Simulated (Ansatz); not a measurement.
**CdS: LAPW beside PAW**

Does the method matter for CdS? The same cell, functional and mesh are run with full-potential LAPW, PAW with frozen cores and all-electron PAW on datasets made for the crystal.

Computed with Ansatz 0.2.0 (DFT PBE, scalar-relativistic, unless a step's input says otherwise).

## 1. Starting point

It takes space group F-43m (No. 216, cubic). Conventional cell: a = 5.886 Å, b = 5.886 Å, c = 5.886 Å, α = 90.00°, β = 90.00°, γ = 90.00°. Cd (site symmetry -43m) is surrounded by 4 S at 2.55 Å. S (site symmetry -43m) has 4 Cd at 2.55 Å as nearest neighbours.

Coordinates:

```
CELL_PARAMETERS angstrom
0.00000 2.94295 2.94295
2.94295 0.00000 2.94295
2.94295 2.94295 0.00000
ATOMIC_POSITIONS crystal
Cd 0.00000 0.00000 0.00000
S 0.75000 0.75000 0.75000
```

Structure from a Materials Project entry, not relaxed further.

Atoms are numbered in the order of the input: Cd1, S2.

## 2. Full-potential LAPW

Input file input.yaml:

```yaml
crystal:
  lattice:
    - [0.0, 2.9429534649, 2.9429534649]
    - [2.9429534649, 0.0, 2.9429534649]
    - [2.9429534649, 2.9429534649, 0.0]
  atoms:
    - { symbol: Cd, position: [0.0, 0.0, 0.0] }
    - { symbol: S, position: [0.75, 0.75, 0.75] }
kpoints:
  mp_grid: { grid: [7, 7, 7] }
  band_path:
    path:
      - [0.0, 0.0, 0.0]
      - [-0.5, -0.5, 0.0]
      - [-0.375, -0.375, 0.25]
      - [-0.375, 0.0, 0.375]
      - [0.0, 0.0, 0.0]
      - [0.0, 0.0, 0.5]
      - [-0.5, -0.25, 0.25]
      - [-0.5, -0.5, 0.0]
    npoints: 8
scf:
  occupations: { method: fermi_dirac, width: 0.02 }
hamiltonian:
  xc: pbe
  pseudopotentials: { kind: all_electron, lapw: { basis_error: 0.0005 } }
output:
  forces: true
  stress: true
  eigenvalues: true
  populations: true
  dos: { projected: true, de: 0.2, e_range: [-14, 8] }
```

Started as:

```
$ ansatz run input.yaml --threads 1 --pin off --max-ram 2048MiB --backend cpu --events-out ev --progress --plain --runs-dir out
```

The program printed:

```text
Cd: projections on atomic orbitals take those of the free atom 1s2 2s2 2p6 3s2 3p6 3d10 4s2 4p6 4d10 5s2, of charge +0.00 (hamiltonian.pseudopotentials.projection_atoms)
S: projections on atomic orbitals take those of the free atom 1s2 2s2 2p6 3s2 3p4, of charge +0.00 (hamiltonian.pseudopotentials.projection_atoms)
LAPW: plane waves up to 8.282 Å⁻¹, error target 5.0e-4 eV per atom; small_component_spin mean_spin; S in spheres of 1.110 Å, 14 of its electrons in bands, Dirac shells []; Cd in spheres of 1.438 Å, 20 of its electrons in bands, Dirac shells []
Engine: ansatz 0.2.0
Pseudopotentials: kind: all_electron
Pseudopotential: Cd, LAPW, valence charge 20, Koelling and Harmon's equation, gaussian nucleus
Pseudopotential: S, LAPW, valence charge 14, Koelling and Harmon's equation, gaussian nucleus
Functional definition: PBE
  parameter kappa = 0.804
  parameter beta = 0.06672455060314922
  exchange = pbe_x(kappa = kappa, mu = beta*pi^2/3)
  correlation = pbe_c(beta = beta)
Crystal: 2 atoms, lattice volume = 50.978 Å³
Basis set: ecut = 261.3148120868053 eV, 531 PW (Γ), exchange–correlation at level 2
Bands: 21, of which v1, the nominal top of the filled ones, is band 17 counted from 1 (16 counted from 0)
Symmetry: 24 space group operations
Space group: F-43m (ITA 216), of the structure as read, at distance tolerance 3.7e-5 Å
k-points: 20 of 343 (time reversal used)
Non-local potential: Cd, projectors of the file, none
Non-local potential: S, projectors of the file, none
Initial density: superposition of atomic densities (chi_scale 0.1, normalization cell, long waves kept (reshape's long-wave potential 0.00 eV rms))
Initial wavefunctions: plane waves of lowest kinetic energy (no species holds an atomic orbital)
Functional: x = pbe(κ = 0.804, μ = 0.2195149727645171), c = pbe(β = 0.06672455060314922)
iter 1 solved again at ethr=4.37e-3 eV; its pass at ethr=1.00e-1 eV (dr2=1.49e0 eV) is discarded
SCF iter   1: F=—  HF=-163099.974803 eV  |F-HF|=—  |Δ(HF+E_count)|=         —  Δρ=3.75e-2  dr2=1.49e0  ethr=4.37e-3  ⟨swp⟩=2.0  Hψ=2867  notcnv=0
preconditioner: auto → none  [insulator: Δε(μ)=1.707 eV  Ē_g=11.849 eV  σ=0.020 eV  W_gap=1.00  n_scr=14 (ndim 8)  ℏωp=22.1 eV  f_vac=0.160  D(μ)=0.00/eV (n_scr^D=0)  ε∞_Penn≈4.5]
iter 2 solved again at ethr=1.69e-4 eV; its pass at ethr=4.37e-3 eV (dr2=5.74e-2 eV) is discarded
SCF iter   2: F=—  HF=-163099.483350 eV  |F-HF|=—  |Δ(HF+E_count)|=   4.91e-1  Δρ=1.15e-2  dr2=5.74e-2  ethr=1.69e-4  ⟨swp⟩=2.0  Hψ=2288  notcnv=0
SCF iter   3: F=—  HF=-163099.424730 eV  |F-HF|=—  |Δ(HF+E_count)|=   5.86e-2  Δρ=5.36e-3  dr2=1.32e-2  ethr=1.69e-4  ⟨swp⟩=3.0  Hψ=1369  notcnv=0
SCF iter   4: F=—  HF=-163099.424860 eV  |F-HF|=—  |Δ(HF+E_count)|=         —  Δρ=1.23e-3  dr2=7.05e-4  ethr=3.89e-5  ⟨swp⟩=2.0  Hψ=1242  notcnv=0
the basis was enlarged: its passes take 173.6 KiB over the memory plan, 1 of 1 planned eigensolver slots
SCF iter   5: F=—  HF=-163099.424457 eV  |F-HF|=—  |Δ(HF+E_count)|=   4.03e-4  Δρ=1.97e-4  dr2=1.47e-5  ethr=2.07e-6  ⟨swp⟩=2.0  Hψ=1164  notcnv=0
SCF iter   6: F=—  HF=-163099.424475 eV  |F-HF|=—  |Δ(HF+E_count)|=   1.86e-5  Δρ=3.58e-5  dr2=5.08e-7  ethr=4.34e-8  ⟨swp⟩=3.0  Hψ=1234  notcnv=0
SCF iter   7: F=-163099.424477 eV  HF=-163099.424477 eV  |F-HF|=9.34e-9  |Δ(HF+E_count)|=   1.42e-6  Δρ=4.36e-6  dr2=8.71e-9  ethr=1.49e-9  ⟨swp⟩=3.0  Hψ=1274  notcnv=0
SCF 1 converged in 7 iterations: F = -163099.424477 eV  dr2 = 8.71e-9
NSCF: frozen V_eff on 57 k-points
SCF converged after 7 iterations
Free energy (F): -163099.424477 eV
Harris-Foulkes:  -163099.424477 eV  (|F-HF|=9.34e-9)
Internal energy: -163099.424477 eV  (E = F + TS)
E sigma→0 (E₀):  -163099.424477 eV
Fermi energy:    7.903423 eV
--- Per-component energies (eV) ---
  E_band       = -1738.785643
  E_kinetic    = 170387.968868
  E_xc         = -4907.996912
  E_electrostatic = -328579.396433  (all electrons and nuclei)
  E_smearing   = -0.000000  (= −TS)
  E_closure    = 0.000000  (closes the sum)
  E_atoms      = -163093.279048  (free atoms, spherical and without spin; not in F)
  Σ components = -163099.424477   (vs F -163099.424477, Δ=0.00e0)
  Basis errors (estimates in eV, not in F): energy 2.2e-4 per atom: plane waves 2.0e-4 (1.2e-4 summed), levels above the bands 3.1e-173, relativity 2.1e-8, radial functions 2.0e-5, core shells 1.8e-7; eigenvalues (radial functions only) 5.9e-7; not estimated: angular momenta, meshes, grids; target (lapw.basis_error) 5.0e-4; muffin-tin radii S 1.110 Å, Cd 1.438 Å
--- Forces (eV/Å), atoms counted from 1 ---
  atom   1  Cd     0.00000000    -0.00000000    -0.00000000
  atom   2  S     -0.00000000     0.00000000     0.00000000
  max |Σ_I F_I| component: 4.63e-17 eV/Å
--- Stress (GPa, compression-positive) ---
        1.191167      -0.000000      -0.000000
       -0.000000       1.191167       0.000000
       -0.000000       0.000000       1.191167
  P = ⅓ Tr σ = 1.1912 GPa (11.912 kbar)
--- Band table (eV; the first three rows and the last of 20) ---
  k-point 0: bands = ["-197.0762", "-141.8514", "-141.8514", "-141.8514", "-93.9091", "-54.9792", "-54.9792", "-54.9792", "-4.8531", "-0.2812", "-0.2812", "-0.2812", "0.1624", "0.1624", "7.3490", "7.3490", "7.3490", "8.4358", "13.8835", "13.8835", "13.8835"]
  k-point 1: bands = ["-197.0762", "-141.8514", "-141.8514", "-141.8514", "-93.9091", "-54.9793", "-54.9792", "-54.9792", "-4.7776", "-0.2545", "-0.2545", "-0.2113", "0.1615", "0.1615", "6.1445", "7.2018", "7.2018", "9.4140", "13.5717", "14.1226", "14.1226"]
  k-point 2: bands = ["-197.0762", "-141.8514", "-141.8514", "-141.8514", "-93.9091", "-54.9795", "-54.9793", "-54.9793", "-4.6069", "-0.2026", "-0.2026", "0.0394", "0.1707", "0.1707", "4.5347", "6.8959", "6.8959", "10.1882", "13.7368", "14.4066", "14.4066"]
  k-point 19: bands = ["-197.0762", "-141.8514", "-141.8514", "-141.8514", "-93.9091", "-54.9796", "-54.9795", "-54.9794", "-4.3372", "-0.0830", "-0.0397", "0.1167", "0.1798", "0.7255", "3.5735", "4.9934", "5.6618", "12.2479", "12.8817", "14.6826", "15.7916"]
--- Löwdin populations: 2 sites ---
  site symbol       q [e]
     0     Cd     46.7279
     1      S     17.0865
  spilling = 0.002901 (of n_electrons = 64.000000)
```

Run time: 16 s. Hardware: 1 thread, shared host.

This run gives: pressure 1.19 GPa; gap 1.09 eV, direct at Γ.

Levels at the path's labelled points, in eV from the valence-band top:

```tsv
point	band 14	band 15	band 16	band 17	band 18	band 19	band 20
Γ	-7.19	0.00	0.00	0.00	1.09	6.53	6.53
X	-6.77	-3.83	-1.78	-1.78	3.60	4.32	9.08
U	-6.65	-3.80	-2.41	-1.45	4.24	5.38	8.41
K	-6.65	-3.80	-2.41	-1.45	4.24	5.38	8.41
Γ	-7.19	0.00	0.00	0.00	1.09	6.53	6.53
L	-6.83	-4.23	-0.71	-0.71	2.97	7.00	7.00
W	-6.60	-3.77	-2.14	-2.09	5.31	5.43	7.17
X	-6.77	-3.83	-1.78	-1.78	3.60	4.32	9.08
```

States per cell, counted by energy window (eV from the valence-band top, on a grid of 0.20 eV):

```tsv
from	to	total	Cd 4d	S 3p	Cd 5s
-10	-9	0.00	0.00	0.00	0.00
-9	-8	0.00	0.00	0.00	0.00
-8	-7	8.76	8.41	0.29	0.03
-7	-6	1.24	1.11	0.02	0.02
-6	-5	0.00	0.00	0.00	0.00
-5	-4	0.09	0.00	0.07	0.02
-4	-3	1.50	0.06	0.96	0.42
-3	-2	0.91	0.05	0.73	0.07
-2	-1	2.35	0.12	2.09	0.04
-1	0	1.14	0.07	1.03	0.00
0	1	0.00	0.00	0.00	0.00
1	2	0.02	0.00	0.00	0.01
2	3	0.16	0.00	0.04	0.09
3	4	0.87	0.00	0.19	0.42
4	5	1.26	0.00	0.25	0.43
5	6	1.29	0.00	0.12	0.14
```

## 3. PAW with frozen cores

input.yaml: that of step 2 with these lines changed.

```diff
@@ -25,3 +25,3 @@
   xc: pbe
-  pseudopotentials: { kind: all_electron, lapw: { basis_error: 0.0005 } }
+  pseudopotentials: { kind: paw }
 output:
@@ -30,3 +30,5 @@
   eigenvalues: true
+  efg: { contact_densities: true }
   populations: true
+  bader: true
   dos: { projected: true, de: 0.2, e_range: [-14, 8] }
```

Started as:

```
$ ansatz run input.yaml --threads 1 --pin off --max-ram 2048MiB --backend cpu --events-out ev --progress --plain --runs-dir out
```

The program printed:

```text
Cd: output.efg is read without spin–orbit coupling, which moves field gradients at and beside such atoms by some per cent and up to a factor of two; PAW files take it under magnetization.noncollinear and magnetization.spin_orbit
Engine: ansatz 0.2.0
Pseudopotentials: kind: paw
Pseudopotential: Cd, paw, valence charge 20, recommended cutoff 420 eV (normal)
Pseudopotential: S, paw, valence charge 6, recommended cutoff 420 eV (normal)
Functional definition: PBE
  parameter kappa = 0.804
  parameter beta = 0.06672455060314922
  exchange = pbe_x(kappa = kappa, mu = beta*pi^2/3)
  correlation = pbe_c(beta = beta)
Crystal: 2 atoms, lattice volume = 50.978 Å³
Basis set: ecut = 420 eV, 965 PW (Γ), exchange–correlation on 60×60×60 points (8 copies of the dense FFT grid, shifted against one another)
Bands: 17, of which v1, the nominal top of the filled ones, is band 13 counted from 1 (12 counted from 0)
Symmetry: 24 space group operations
Space group: F-43m (ITA 216), of the structure as read, at distance tolerance 3.7e-5 Å
k-points: 20 of 343 (time reversal used)
Non-local potential: Cd, projectors of the file, l = 0: 3, l = 1: 2, l = 2: 2, l = 3: 1
Non-local potential: S, projectors of the file, l = 0: 2, l = 1: 2, l = 2: 2
PAW form: soft (Blöchl's): semilocal exchange-correlation on the pseudo side does not see the compensation charge
PAW one-centre angular grid: Cd, 590 points (default); XC on 64 Gauss nodes
PAW one-centre angular grid: S, 110 points (default); XC on 64 Gauss nodes
Initial density: superposition of atomic densities (neutral atoms: chi_scale 0, normalization atom), corrected by the library's trained network
Initial wavefunctions: pseudopotential atomic-orbital guess
Functional: x = pbe(κ = 0.804, μ = 0.2195149727645171), c = pbe(β = 0.06672455060314922)
SCF iter   1: F=—  HF=-9157.823504 eV  |F-HF|=—  |Δ(HF+E_count)|=         —  Δρ=5.76e-4  dr2=2.39e-4  ethr=1.77e-3  ⟨swp⟩=5.8  Hψ=1746  notcnv=0
preconditioner: auto → none  [insulator: Δε(μ)=1.081 eV  Ē_g=12.258 eV  σ=0.020 eV  W_gap=1.00  n_scr=14 (ndim 8)  ℏωp=22.1 eV  f_vac=0.137  D(μ)=0.00/eV (n_scr^D=0)  ε∞_Penn≈4.2]
SCF iter   2: F=—  HF=-9157.824147 eV  |F-HF|=—  |Δ(HF+E_count)|=   6.43e-4  Δρ=3.20e-4  dr2=3.02e-5  ethr=9.20e-7  ⟨swp⟩=2.5  Hψ=823  notcnv=0
SCF iter   3: F=—  HF=-9157.824168 eV  |F-HF|=—  |Δ(HF+E_count)|=   2.15e-5  Δρ=1.14e-4  dr2=2.99e-6  ethr=1.16e-7  ⟨swp⟩=2.0  Hψ=500  notcnv=0
SCF iter   4: F=—  HF=-9157.824187 eV  |F-HF|=—  |Δ(HF+E_count)|=   1.83e-5  Δρ=3.40e-5  dr2=2.63e-7  ethr=1.15e-8  ⟨swp⟩=2.0  Hψ=520  notcnv=0
iter 5 did not close the SCF: its close was put off for the readings that it lacked (scf_convergence_deferred on its scf_iter line)
SCF iter   5: F=-9157.824189 eV  HF=-9157.824189 eV  |F-HF|=4.51e-8  |Δ(HF+E_count)|=   2.13e-6  Δρ=5.69e-6  dr2=2.13e-8  ethr=1.01e-9  ⟨swp⟩=2.0  Hψ=520  notcnv=0
SCF iter   6: F=-9157.824189 eV  HF=-9157.824189 eV  |F-HF|=2.07e-9  |Δ(HF+E_count)|=   5.52e-8  Δρ=2.44e-6  dr2=2.32e-9  ethr=8.20e-11  ⟨swp⟩=2.0  Hψ=1200  notcnv=0
SCF 1 converged in 6 iterations: F = -9157.824189 eV  dr2 = 2.32e-9
NSCF: frozen V_eff on 57 k-points
SCF converged after 6 iterations
Free energy (F): -9157.824189 eV
Harris-Foulkes:  -9157.824189 eV  (|F-HF|=2.07e-9)
Internal energy: -9157.824189 eV  (E = F + TS)
E sigma→0 (E₀):  -9157.824189 eV
Fermi energy:    7.087862 eV
--- Per-component energies (eV) ---
  E_band       = -514.655056
  E_kinetic    = 611.342652
  E_local      = -4052.381161  (includes V_loc(G=0)·N_el)
  E_nonlocal   = 62.173369
  E_hartree    = 1859.201188
  E_xc         = -273.649707
  E_vxc        = -308.776478  (∫ρ·V_xc dr)
  E_paw        = -4683.843640  (= ΣΔE_a)
  E_vpaw       = -545.414899  (= ΣTr[D̂ρ^β])
  E_aug_tail   = 0.000016  (compensation charges beyond the density's cutoff)
  E_ewald      = -2680.666906
  E_smearing   = -0.000000  (= −TS)
  E_closure    = -0.000000  (closes the sum)
  Σ components = -9157.824189   (vs F -9157.824189, Δ=0.00e0)
--- Forces (eV/Å), atoms counted from 1 ---
  atom   1  Cd    -0.00000000     0.00000000     0.00000000
  atom   2  S      0.00000000    -0.00000000     0.00000000
  max |Σ_I F_I| component: 1.11e-16 eV/Å
--- Stress (GPa, compression-positive) ---
        1.160465       0.000000      -0.000000
        0.000000       1.160465       0.000000
       -0.000000       0.000000       1.160465
  P = ⅓ Tr σ = 1.1605 GPa (11.605 kbar)
--- PAW observables at the nuclei: V_zz in 10²¹ V/m², potentials from the cell's mean, atoms counted from 1 ---
  atom   1  Cd V_zz =    +0.000000   η = 0.0000   by run symmetry: forbidden
            electrostatic potential = -7703.795502 V   contact ρ = 1035901.208747 e/Å³
  atom   2  S  V_zz =    +0.000000   η = 0.0000   by run symmetry: forbidden
            electrostatic potential = -1633.267106 V   contact ρ = 19766.700170 e/Å³
--- Band table (eV; the first three rows and the last of 20) ---
  k-point 0: bands = ["-94.7162", "-55.7882", "-55.7882", "-55.7882", "-5.6694", "-1.0947", "-1.0947", "-1.0947", "-0.6504", "-0.6504", "6.5335", "6.5335", "6.5335", "7.6201", "13.0638", "13.0638", "13.0638"]
  k-point 1: bands = ["-94.7162", "-55.7883", "-55.7882", "-55.7882", "-5.5939", "-1.0680", "-1.0680", "-1.0249", "-0.6513", "-0.6513", "5.3287", "6.3862", "6.3862", "8.5983", "12.7533", "13.3029", "13.3029"]
  k-point 2: bands = ["-94.7162", "-55.7885", "-55.7882", "-55.7882", "-5.4233", "-1.0161", "-1.0161", "-0.7742", "-0.6422", "-0.6422", "3.7186", "6.0801", "6.0801", "9.3720", "12.9198", "13.5872", "13.5872"]
  k-point 19: bands = ["-94.7162", "-55.7886", "-55.7885", "-55.7884", "-5.1537", "-0.8964", "-0.8530", "-0.6963", "-0.6331", "-0.0875", "2.7570", "4.1769", "4.8455", "11.4313", "12.0653", "13.8647", "14.9748"]
--- Löwdin populations: 2 sites ---
  site symbol       q [e]
     0     Cd     18.7348
     1      S      7.0739
  spilling = 0.007359 (of n_electrons = 26.000000)
--- Bader charges: 2 sites ---
  site symbol  charge [e]  shift [e]
     0     Cd      0.8536     0.0035
     1      S     -0.8536     0.0035
  estimated error of the sums over rays = 1.7e-4 e
```

Wall time 20 s (1 thread, shared host).

Read from it: pressure 1.16 GPa; gap 1.09 eV, direct at Γ.

```tsv
atom	Bader charge (e)	basin volume (Å³)
Cd1	+0.85	21.56
S2	-0.85	29.41
```

[end of part 1 of 2]
